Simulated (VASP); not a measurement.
# Lu2H3 (a cell with a defect) in VASP: a series of runs

The runs below take Lu2H3 (a cell with a defect) through single point, with PBEsol+D4.

Everything below comes from runs of VASP 6.6.1. Logs are shortened: lines on timing, memory, paths and dates and some standing lists are left out, and cuts for length are marked.

## (1) The crystal as given

The cell holds a defect, 5 atoms: a = 7.118 Å, b = 3.559 Å, c = 3.559 Å, α = 60.00°, β = 60.00°, γ = 60.00°.

## (2) Single point, PBEsol+D4

INCAR

```
  ALGO = Normal
  EDIFF = 1E-6
  ENCUT = 520
  GGA = PS
  ISIF = 2
  ISMEAR = 0
  IVDW = 13
  LASPH = True
  LCHARG = False
  LREAL = False
  LWAVE = False
  NBANDS = 34
  NELM = 100
  PREC = Accurate
  SIGMA = 0.1
```

KPOINTS

```
k-points
0
Gamma
  3 3 3
```

POSCAR

```
Lu2H3
1.0
    0.0000000000      5.0330000000      5.0330000000
    2.5165000000      0.0000000000      2.5165000000
    2.5165000000      2.5165000000      0.0000000000
Lu H
2 3
Direct
    0.0000000000      0.0000000000      0.0000000000
    0.5000000000      0.0000000000      0.0000000000
    0.1250000000      0.2500000000      0.2500000000
    0.6338700576      0.2440866283      0.2440866283
    0.8750000000      0.7500000000      0.7500000000
```

Potentials or basis: VASP PAW PBE potentials, release 64 (Lu, H).

Started as:

```sh
cat potpaw_PBE.64/Lu/POTCAR potpaw_PBE.64/H/POTCAR > POTCAR
mpirun -np 1 vasp_std > vasp.out
```

OUTCAR:

```text
EDIFF = 1E-6
   ENCUT = 520
   GGA = PS
   ISIF = 2
   ISMEAR = 0
   IVDW = 13
   LASPH = True
   LREAL = False
   NELM = 100
   PREC = Accurate

 ion  position               nearest neighbor table
   1  0.000  0.000  0.000-   4 2.13   5 2.18   5 2.18   3 2.18   3 2.18   3 2.18   5 2.18   2 3.56
                             2 3.56   2 3.56   2 3.56   2 3.56   2 3.56
   2  0.500  0.000  0.000-   3 2.18   5 2.18   4 2.20   4 2.20   4 2.20   1 3.56   1 3.56   1 3.56
                             1 3.56   1 3.56   1 3.56
   3  0.125  0.250  0.250-   1 2.18   1 2.18   2 2.18   1 2.18
   4  0.634  0.244  0.244-   1 2.13   2 2.20   2 2.20   2 2.20
   5  0.875  0.750  0.750-   2 2.18   1 2.18   1 2.18   1 2.18

  LATTYP: Found a trigonal (rhomboedric) cell.
 ALAT       =     6.1641409377
 COS(alpha) =     0.8333333333

  Lattice vectors:

 A1 = (   2.5165000000,  -2.5165000000,  -5.0330000000)
 A2 = (   5.0330000000,  -2.5165000000,  -2.5165000000)
 A3 = (   2.5165000000,  -5.0330000000,  -2.5165000000)

Analysis of symmetry for initial positions (statically):
=====================================================================
 Subroutine PRICEL returns:
 Original cell was already a primitive cell.

 Routine SETGRP: Setting up the symmetry group for a
 trigonal (rhombohedral) supercell.

 Subroutine GETGRP returns: Found  6 space group operations
 (whereof  6 operations were pure point group operations)
 out of a pool of 12 trial point group operations.

The static configuration has the point symmetry C_3v.

Analysis of symmetry for dynamics (positions and initial velocities):
=====================================================================
 Subroutine PRICEL returns:
 Original cell was already a primitive cell.

 Routine SETGRP: Setting up the symmetry group for a
 trigonal (rhombohedral) supercell.

 Subroutine GETGRP returns: Found  6 space group operations
 (whereof  6 operations were pure point group operations)
 out of a pool of 12 trial point group operations.

The dynamic configuration has the point symmetry C_3v.

 Subroutine INISYM returns: Found  6 space group operations
 (whereof  6 operations are pure point group operations),
 and found     1 'primitive' translations

----------------------------------------------------------------------------------------

                                     Primitive cell

  volume of cell :      63.7457

  direct lattice vectors                    reciprocal lattice vectors
[... 77 lines left out ...]
   NSW    =      0    number of steps for IOM
   IBRION =     -1    ionic relax: 0-MD 1-quasi-New 2-CG
   NFREE  =      0    steps in history (QN), initial steepest desc. (CG)
   ISIF   =      2    stress and relaxation
   ISYM   =      2    0-nonsym 1-usesym 2-fastsym
   POTIM  = 0.5000    time-step for ionic-motion
   TEBEG  =    0.0;   TEEND  =   0.0 temperature during run
   PSTRESS=    0.0 pullay stress
   NELECT =      53.0000    total number of electrons
   NUPDOWN=      -1.0000    fix difference up-down
   EMIN   =  10.00;   EMAX   =-10.00  energy-range for DOS
   EFERMI =   0.00;   METHOD = LEGACY
   ISMEAR =     0;   SIGMA  =   0.10  broadening in eV -4-tet -1-fermi 0-gaus
   EFERMI_NEDOS =   21; number of points for ismear=-14 and -15
   IALGO  =     38    algorithm
   IMIX   =      4    mixing-type and parameters
     AMIX     =   0.40;   BMIX     =  1.00
     AMIX_MAG =   1.60;   BMIX_MAG =  1.00
  volume/ion in A,a.u.               =      12.75        86.04
  Fermi-wavevector in a.u.,A,eV,Ry     =   1.539394  2.909033 32.242197  2.369735
  Thomas-Fermi vector in A             =   2.645628
   LORBIT       =      0    0 simple, 1 ext, 2 COOP (PROOUT), +10 PAW based schemes
   GGA     = PS    functional components
   LHFCALC =     F    Hartree Fock is set to
   AEXX    =    0.0000 exact exchange contribution
   IVDW    =    13    specifies the selected vdW correction
   LEPSILON=     F    determine dielectric tensor
   LRPA    =     F    only Hartree local field effects (RPA)
 non-spin polarized calculation
 Gauss-broadening in eV      SIGMA  =   0.10
  energy-cutoff  :      520.00
  volume of cell :       63.75
 maximum number of plane-waves:      1735
 NGX is ok and might be reduce to    54
   NGX = 27   NGY = 13   NGZ = 13

 number of electron      53.0000007 magnetization

 Free energy of the ion-electron system (eV)
  ---------------------------------------------------
  ext. energy  EPLUGINS =         0.00000000
  ---------------------------------------------------
  free energy    TOTEN  =       -22.70060772 eV

  energy without entropy =      -22.68508380  energy(sigma->0) =      -22.69284576

 E-fermi :   2.0836     XC(G=0): -10.9822

 val. band max:        1.9697436118   @ k =   0.3333   0.0000   0.0000
 cond. band min:       2.1009224934   @ k =   0.0000   0.3333   0.0000
 fundamental gap:      0.1311788816
 Fermi energy:         2.0836068745

 k-point     1 :       0.0000    0.0000    0.0000
  band No.  band energies     occupation
      1     -53.9205      2.00000
      2     -53.8058      2.00000
      3     -24.8007      2.00000
      4     -24.4556      2.00000
      5     -24.4556      2.00000
      6     -24.3631      2.00000
[... 211 lines left out ...]
     33       7.0659      0.00000
     34       8.6490      0.00000

------------------------ aborting loop because EDIFF is reached ----------------------------------------

  DFT-D4 for vdW energy calculation

  Edisp (eV):   -0.56315

  FORCE on cell =-STRESS in cart. coord.  units (eV):
  Direction    XX          YY          ZZ          XY          YZ          ZX
  --------------------------------------------------------------------------------------
  -------------------------------------------------------------------------------------
  Total      -2.13724    -2.13724    -2.13724    -0.05823     0.05823    -0.05823
  in kB     -53.71727   -53.71727   -53.71727    -1.46365     1.46365    -1.46365
  external pressure =      -53.72 kB  Pullay stress =        0.00 kB

 VOLUME and BASIS-vectors are now :
 -----------------------------------------------------------------------------
  energy-cutoff  :      520.00
  volume of cell :       63.75
      direct lattice vectors                 reciprocal lattice vectors
     0.000000000  5.033000000  5.033000000    -0.099344327  0.099344327  0.099344327
     2.516500000  0.000000000  2.516500000     0.198688655 -0.198688655  0.198688655
     2.516500000  2.516500000  0.000000000     0.198688655  0.198688655 -0.198688655

 POSITION                                       TOTAL-FORCE (eV/Angst)
 -----------------------------------------------------------------------------------
      0.00000      0.00000      0.00000         0.006924     -0.006924     -0.006924
      0.00000      2.51650      2.51650        -0.079196      0.079196      0.079196
      1.25825      1.25825      1.25825         0.062847     -0.062847     -0.062847
      1.22849      3.80451      3.80451        -0.011940      0.011940      0.011940
      3.77475      6.29125      6.29125         0.021365     -0.021365     -0.021365
 -----------------------------------------------------------------------------------
    total drift:                               -0.000116      0.000114      0.000114

  FREE ENERGIE OF THE ION-ELECTRON SYSTEM (eV)
  ---------------------------------------------------
  free  energy   TOTEN  =       -23.2637548375 eV

  energy  without entropy=      -23.2482309151  energy(sigma->0) =      -23.25599288
```

OSZICAR:

```text
N       E                     dE             d eps       ncg     rms          rms(c)
DAV:   1     0.295671122547E+03    0.29567E+03   -0.19950E+04   576   0.512E+03
DAV:   2     0.125464937885E+02   -0.28312E+03   -0.27262E+03   472   0.600E+02
DAV:   3    -0.204634662533E+02   -0.33010E+02   -0.32583E+02   448   0.136E+02
DAV:   4    -0.239140310522E+02   -0.34506E+01   -0.34147E+01   704   0.322E+01
DAV:   5    -0.240098513529E+02   -0.95820E-01   -0.95728E-01   574   0.531E+00    0.899E+00
DAV:   6    -0.229217123787E+02    0.10881E+01   -0.20310E+00   656   0.265E+01    0.436E+00
DAV:   7    -0.226926440151E+02    0.22907E+00   -0.11077E+00   656   0.146E+01    0.969E-01
DAV:   8    -0.226967952735E+02   -0.41513E-02   -0.25709E-01   616   0.955E+00    0.293E-01
DAV:   9    -0.227002307357E+02   -0.34355E-02   -0.36847E-02   540   0.203E+00    0.182E-01
DAV:  10    -0.227005063076E+02   -0.27557E-03   -0.34408E-03   656   0.369E+00    0.759E-02
DAV:  11    -0.227005994952E+02   -0.93188E-04   -0.10100E-03   662   0.102E+00    0.239E-02
DAV:  12    -0.227006060845E+02   -0.65893E-05   -0.21029E-04   590   0.170E-01    0.178E-02
DAV:  13    -0.227006062434E+02   -0.15894E-06   -0.49749E-05   680   0.235E-01    0.635E-03
DAV:  14    -0.227006077072E+02   -0.14637E-05   -0.13465E-05   582   0.108E-01    0.162E-03
DAV:  15    -0.227006077180E+02   -0.10803E-07   -0.83205E-07   322   0.300E-02
   1 F= -.23263755E+02 E0= -.23255993E+02  d E =-.155239E-01
```

Wall time 71 s (1 thread of Intel Xeon Platinum 8375C at 2.90GHz (Ice Lake), shared host); peak memory 0.2 GiB.

Results:

```
Free energy                : -23.2638 eV
Pressure                   : -5.4 GPa
Largest force              : 0.137 eV/Å
Band gap on the k mesh     : none (metal or under the smearing width)
Dispersion energy per atom : -0.113 eV
```

Forces in eV/Å, atoms in the order of the input:
```
Lu   0.007 -0.007 -0.007
Lu  -0.079  0.079  0.079
H    0.063 -0.063 -0.063
H   -0.012  0.012  0.012
H    0.021 -0.021 -0.021
```

Caveat: the k mesh is coarse (spacing up to 0.72 Å⁻¹), so the values aren't converged; the PAW data sets were made with another functional, which shifts forces and pressure a little. Spin-orbit coupling is left out, which matters for the levels of Lu.

## (3) Single point, PBEsol+D4

INCAR

```
SYSTEM = Lu2H3
  PREC = Accurate
  ENCUT = 520
  EDIFF = 1E-7
  ISMEAR = 0
  SIGMA = 0.1
  LREAL = .False.
  LASPH = .True.
  NELM = 100
  ALGO = Normal
  ISIF = 2
  LWAVE = .False.
  LCHARG = .False.
  GGA = PS
  IVDW = 13
  NBANDS = 34
```

KPOINTS

```
regular mesh
0
Gamma
  3 3 3
  0 0 0
```

POSCAR, as its differences from that of step 2:

```diff
@@ -11,3 +11,3 @@
     0.1250000000      0.2500000000      0.2500000000
-    0.6338700576      0.2440866283      0.2440866283
+    0.6643553547      0.3278472084      0.3270512617
     0.8750000000      0.7500000000      0.7500000000
```

Potentials or basis: VASP PAW PBE potentials, release 64 (Lu, H).

Started as:

```sh
cat potpaw_PBE.64/Lu/POTCAR potpaw_PBE.64/H/POTCAR > POTCAR
mpirun -np 1 vasp_std > vasp.out
```

Wall time 1.9 min (1 thread of Intel Xeon Platinum 8375C at 2.90GHz (Ice Lake), shared host); peak memory 0.21 GiB.

Results (log left out):

```
Free energy                : -22.9375 eV
Pressure                   : -4.2 GPa
Largest force              : 0.569 eV/Å
Band gap on the k mesh     : none (metal or under the smearing width)
Dispersion energy per atom : -0.112 eV
```

Forces in eV/Å, atoms in the order of the input:
```
Lu   0.030  0.262  0.263
Lu   0.286  0.070  0.081
H    0.007 -0.079 -0.080
H   -0.361 -0.303 -0.317
H    0.039  0.051  0.052
```

Stress tensor (GPa, compression positive):
```
-4.70 -0.75 -0.73
-0.75 -3.89 -1.44
-0.73 -1.44 -3.90
```

Levels at points of the mesh, in eV from the Fermi level:
```
           k point  band 24  band 25  band 26  band 27  band 28  band 29  band 30  band 31
(0.00, 0.00, 0.00)    -4.65    -2.87     0.54     1.53     1.61     1.77     2.11     2.91
```

Caveat: the k mesh is coarse (spacing up to 0.72 Å⁻¹), so the values aren't converged; the PAW data sets were made with another functional, which shifts forces and pressure a little. Spin-orbit coupling is left out, which matters for the levels of Lu.

## (4) Single point, PBEsol+D4

INCAR is that of step 3.

KPOINTS is that of step 3.

POSCAR, as its differences from that of step 3:

```diff
@@ -11,3 +11,3 @@
     0.1250000000      0.2500000000      0.2500000000
-    0.6643553547      0.3278472084      0.3270512617
+    0.6939486390      0.4114208226      0.4118440294
     0.8750000000      0.7500000000      0.7500000000
```

Potentials or basis: VASP PAW PBE potentials, release 64 (Lu, H).

Started as:

```sh
cat potpaw_PBE.64/Lu/POTCAR potpaw_PBE.64/H/POTCAR > POTCAR
mpirun -np 1 vasp_std > vasp.out
```

OUTCAR:

```text
SYSTEM = Lu2H3
   PREC = Accurate
   ENCUT = 520
   EDIFF = 1E-7
   ISMEAR = 0
   LREAL = .False.
   LASPH = .True.
   NELM = 100
   ISIF = 2
   GGA = PS
   IVDW = 13

 ion  position               nearest neighbor table
   1  0.000  0.000  0.000-   5 2.18   5 2.18   3 2.18   3 2.18   3 2.18   5 2.18   4 2.19   2 3.56
                             2 3.56   2 3.56   2 3.56   2 3.56   2 3.56
   2  0.500  0.000  0.000-   4 2.12   4 2.12   3 2.18   5 2.18   1 3.56   1 3.56   1 3.56   1 3.56
                             1 3.56   1 3.56
   3  0.125  0.250  0.250-   1 2.18   1 2.18   2 2.18   1 2.18
[... 718 lines left out ...]
  -------------------------------------------------------------------------------------
  Total      -2.55598    -1.77252    -1.76603    -0.04618    -0.36977    -0.04608
  in kB     -64.24170   -44.55030   -44.38719    -1.16073    -9.29380    -1.15805
  external pressure =      -51.06 kB  Pullay stress =        0.00 kB

 VOLUME and BASIS-vectors are now :
 -----------------------------------------------------------------------------
  energy-cutoff  :      520.00
  volume of cell :       63.75
      direct lattice vectors                 reciprocal lattice vectors
     0.000000000  5.033000000  5.033000000    -0.099344327  0.099344327  0.099344327
     2.516500000  0.000000000  2.516500000     0.198688655 -0.198688655  0.198688655
     2.516500000  2.516500000  0.000000000     0.198688655  0.198688655 -0.198688655

 POSITION                                       TOTAL-FORCE (eV/Angst)
 -----------------------------------------------------------------------------------
      0.00000      0.00000      0.00000         0.440015      0.179374      0.179177
      0.00000      2.51650      2.51650        -0.193332     -0.142406     -0.147082
      1.25825      1.25825      1.25825        -0.051060     -0.055379     -0.055407
      2.07175      4.52905      4.52798         0.000599     -0.022867     -0.016943
      3.77475      6.29125      6.29125        -0.196223      0.041277      0.040255
 -----------------------------------------------------------------------------------
    total drift:                                0.000009     -0.000028     -0.000031

  FREE ENERGIE OF THE ION-ELECTRON SYSTEM (eV)
  ---------------------------------------------------
  free  energy   TOTEN  =       -22.7213505326 eV

  energy  without entropy=      -22.6986602348  energy(sigma->0) =      -22.71000538
```

stdout:

```text
POSCAR found type information on POSCAR LuH
 POSCAR found :  2 types and       5 ions
 scaLAPACK will be used
 -----------------------------------------------------------------------------
|                                                                             |
|                                                                             |
|     You enforced a specific xc type in the INCAR file but a different       |
|     I HOPE YOU KNOW WHAT YOU ARE DOING!                                     |
|                                                                             |
 -----------------------------------------------------------------------------

 LDA part: xc-table for (Slater+PW92), standard interpolation
 POSCAR, INCAR and KPOINTS ok, starting setup
 FFT: planning ... GRIDC
 FFT: planning ... GRID_SOFT
 FFT: planning ... GRID
 WAVECAR not read
 entering main loop
```

Wall time 94 s (1 thread of Intel Xeon Platinum 8375C at 2.90GHz (Ice Lake), shared host); peak memory 0.21 GiB.

Results:

```
Free energy                : -22.7214 eV
Pressure                   : -5.1 GPa
Largest force              : 0.508 eV/Å
Band gap on the k mesh     : none (metal or under the smearing width)
Dispersion energy per atom : -0.110 eV
```

Forces in eV/Å, atoms in the order of the input:
```
Lu   0.440  0.179  0.179
Lu  -0.193 -0.142 -0.147
H   -0.051 -0.055 -0.055
H    0.001 -0.023 -0.017
H   -0.196  0.041  0.040
```

Levels at points of the mesh, in eV from the Fermi level:
| k point | band 24 | band 25 | band 26 | band 27 | band 28 | band 29 | band 30 | band 31 |
| --- | --- | --- | --- | --- | --- | --- | --- | --- |
| (0.00, 0.00, 0.00) | -4.71 | -3.10 | 0.26 | 1.29 | 1.46 | 1.73 | 2.14 | 2.66 |

Caveat: the k mesh is coarse (spacing up to 0.72 Å⁻¹), so the values aren't converged; the PAW data sets were made with another functional, which shifts forces and pressure a little.

## (5) Single point, PBEsol+D4

INCAR

```
SYSTEM = Lu2H3
ALGO = Normal ; EDIFF = 1E-7
ENCUT = 520 ; GGA = PS
ISIF = 2 ; ISMEAR = 0
IVDW = 13 ; LASPH = .True.
LCHARG = .True. ; LELF = .True.
LREAL = .False. ; LVHAR = .True.
LWAVE = .False. ; NBANDS = 34
NELM = 100 ; PREC = Accurate
SIGMA = 0.1
```

KPOINTS

```
k-points
0
Gamma
  3 3 3
  0 0 0
```

POSCAR, as its differences from that of step 4:

```diff
@@ -11,3 +11,3 @@
     0.1250000000      0.2500000000      0.2500000000
-    0.6939486390      0.4114208226      0.4118440294
+    0.5587158752      0.6307991258      0.6313645937
     0.8750000000      0.7500000000      0.7500000000
```

Started as:

```sh
cat potpaw_PBE.64/Lu/POTCAR potpaw_PBE.64/H/POTCAR > POTCAR
mpirun -np 1 vasp_std > vasp.out
```

Wall time 92 s (1 thread of Intel Xeon Platinum 8375C at 2.90GHz (Ice Lake), shared host); peak memory 0.21 GiB.

Results (log left out):

* Free energy: -22.8341 eV
* Pressure: -4.3 GPa
* Largest force: 0.657 eV/Å
* Band gap on the k mesh: none (metal or under the smearing width)
* Dispersion energy per atom: -0.115 eV

Forces in eV/Å, atoms in the order of the input:
```
Lu  -0.391  0.373  0.374
Lu   0.433 -0.272 -0.279
H    0.040 -0.034 -0.034
H   -0.170  0.020  0.026
H    0.089 -0.087 -0.087
```

Stress tensor (GPa, compression positive):
```
-3.97  1.55  1.56
 1.55 -4.54 -1.36
 1.56 -1.36 -4.51
```

Levels at points of the mesh, in eV from the Fermi level:
| k point | band 24 | band 25 | band 26 | band 27 | band 28 | band 29 | band 30 | band 31 |
| --- | --- | --- | --- | --- | --- | --- | --- | --- |
| (0.00, 0.00, 0.00) | -4.36 | -2.72 | 1.28 | 1.56 | 1.56 | 2.15 | 2.16 | 3.11 |

Caveat: the k mesh is coarse (spacing up to 0.72 Å⁻¹), so the values aren't converged; the PAW data sets were made with another functional, which shifts forces and pressure a little.

## (6) Single point, PBEsol+D4

INCAR

```
ALGO = Fast
EDIFF = 1E-7
ENCUT = 520
GGA = PS
ISIF = 2
ISMEAR = 0
IVDW = 13
LASPH = T
LCHARG = F
LREAL = F
LWAVE = F
NBANDS = 34
NELM = 100
PREC = Accurate
SIGMA = 0.1
```

KPOINTS

```
k-points
0
Gamma
  3 3 3
```

POSCAR, as its differences from that of step 5:

```diff
@@ -11,3 +11,3 @@
     0.1250000000      0.2500000000      0.2500000000
-    0.5587158752      0.6307991258      0.6313645937
+    0.3661299424      0.7559133717      0.7559133717
     0.8750000000      0.7500000000      0.7500000000
```

Potentials or basis: VASP PAW PBE potentials, release 64 (Lu, H).

Started as:

```sh
cat potpaw_PBE.64/Lu/POTCAR potpaw_PBE.64/H/POTCAR > POTCAR
mpirun -np 1 vasp_std > vasp.out
```

Wall time 2.6 min (1 thread of Intel Xeon Platinum 8375C at 2.90GHz (Ice Lake), shared host); peak memory 0.21 GiB.

It converged, with:

| Quantity | Value |
| --- | --- |
| Free energy | -23.2638 eV |
| Pressure | -5.4 GPa |
| Largest force | 0.137 eV/Å |
| Band gap on the k mesh | none (metal or under the smearing width) |
| Dispersion energy per atom | -0.113 eV |

Forces on the atoms (eV/Å):
```
Lu  -0.007  0.007  0.007
Lu   0.079 -0.079 -0.079
H   -0.021  0.021  0.021
H    0.012 -0.012 -0.012
H   -0.063  0.063  0.063
```

Stress tensor (GPa, compression positive):
```
-5.38 -0.15 -0.15
-0.15 -5.38  0.15
-0.15  0.15 -5.38
```

Levels at points of the mesh, in eV from the Fermi level:
```
           k point  band 23  band 24  band 25  band 26  band 27  band 28  band 29  band 30
(0.00, 0.00, 0.00)    -4.61    -4.59    -2.75     1.67     1.67     1.76     1.98     1.98
```

Caveat: the k mesh is coarse (spacing up to 0.72 Å⁻¹), so the values aren't converged; the PAW data sets were made with another functional, which shifts forces and pressure a little. The run has no spin-orbit coupling, so splittings on Lu are missing.
